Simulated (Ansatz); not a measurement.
**Stress against strain in Li**

```xyz
3
Lattice="1.5505 0.8952 7.5883 -1.5505 0.8952 7.5883 0.0000 -1.7904 7.5883" Properties=species:S:1:pos:R:3 pbc="T T T"
Li    0.0000    0.0000    0.0000
Li    0.0000    0.0000    5.0538
Li    0.0000    0.0000   17.7111
```

Atoms are numbered in the order listed.

The structure is an experimental refinement, used without relaxation.

All numbers below come from DFT, PBE, all-electron LAPW, scalar-relativistic (Ansatz 0.2.0).

The runs use a Γ-centred 12×12×12 k mesh, Fermi–Dirac smearing of 0.05 eV, basis error target 1 meV/atom, no spin polarisation.

The strain is applied along the Cartesian axes of the cell as listed (the other components stay zero). Fractional coordinates are held (clamped ions).

σ is the change of stress from the unstrained cell, which is at -0.52 GPa; tension is positive, so slopes are stress–strain coefficients at that pressure. In a metal the k mesh adds noise.

Only quantities that a quadratic follows smoothly over the whole series are listed; rougher ones are left out.

```csv
εxx = εyy,σzz (GPa),σxx (GPa)
-0.0300,-0.35,-1.05
-0.0200,-0.21,-0.68
-0.0100,-0.10,-0.33
0.0000,0.00,0.00
0.0200,0.13,0.61
0.0300,0.17,0.88
```

Q: Fit the series and read off the stiffness at zero strain.

A: Least-squares fits y = p0 + p1 x + p2 x² to the rows give σzz (GPa): p1 = 8.63, p2 = -98; σxx (GPa): p1 = 32.2, p2 = -95. So C13 + C23 = 9 GPa and C11 + C12 = 32 GPa, for these axes.

Q: One run, at εxx = εyy = 0.0100, is withheld. Predict its row.

A: The fits give 0.08, 0.31; the run gave 0.07, 0.31.
